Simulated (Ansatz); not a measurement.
**Structures of HgSe2: which is lowest?**

Plane-wave DFT in Ansatz with scalar-relativistic PAW potentials, cutoff 420 eV, Γ-centred meshes chosen by cell and gap, Gaussian smearing with energies taken to zero width. Every cell was relaxed (cell and atoms) in a run of its own, within the symmetry of its start. Functional: PBE.

Relaxed structures (starts from databases or built by putting these elements on another compound's sites):
A. P6/mmm, 3 atoms in the computed cell, a = 4.686 Å, c = 4.000 Å; sites (symmetry × multiplicity) Hg 6/mmm × 1, Se -6m2 × 2; start: built
B. R-3m, 3 atoms in the computed cell, a = 3.951 Å, c = 16.191 Å; sites (symmetry × multiplicity) Hg -3m × 3, Se 3m × 6; start: built
C. Pa-3, 12 atoms in the computed cell, a = 6.864 Å; sites (symmetry × multiplicity) Hg .-3. × 4, Se .3. × 8; start: built

Question: Rank them by energy. Could pressure change the order?

Answer:
| structure | group | E − E(lowest) (meV/atom) | V (Å³/atom) | gap on mesh (eV) |
| --- | --- | --- | --- | --- |
| C | Pa-3 | 0.0 | 26.95 | 0.00 |
| B | R-3m | 233 | 24.32 | 0.00 |
| A | P6/mmm | 381 | 25.35 | 0.00 |

C is lowest, 233 meV/atom under B. B is denser by 2.63 Å³/atom, so pressure favours it: ΔE/ΔV, with ΔE in eV and 1 eV/Å³ = 160.2 GPa, gives about 14 GPa for equal enthalpy if both cells were rigid, a rough figure since the two compress differently. Other structures may lie lower than all of these, and vibrations aren't counted.

Spin-orbit coupling is left out, which matters for the bands of heavy elements.